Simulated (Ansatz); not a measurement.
SiC (Moissanite):

```
Si C
1.0
     3.07600    0.00000    0.00000
    -1.53800    2.66389    0.00000
     0.00000    0.00000    5.04800
Si C
2 2
Direct
  0.66667 0.33333 0.50000
  0.33333 0.66667 0.00000
  0.66667 0.33333 0.88500
  0.33333 0.66667 0.38500
```

Program: Ansatz 0.2.0. Alike in all runs: potentials or basis all-electron LAPW, scalar-relativistic; no spin polarisation; cell as given; k mesh 10 × 10 × 5; smearing fermi-dirac 0.05 eV.

Problem. Order these runs on this cell by their pressure, lowest first.
A. level PBEsol; cutoff (eV) 325; basis error allowed 0.002 eV/atom
B. level LDA; cutoff (eV) 327; basis error allowed 0.002 eV/atom
C. level PBE; cutoff (eV) 356; basis error allowed 0.001 eV/atom

Solution. B (-4.0 GPa), A (0.2 GPa), C (3.7 GPa).

Not every run made on this cell is shown here.
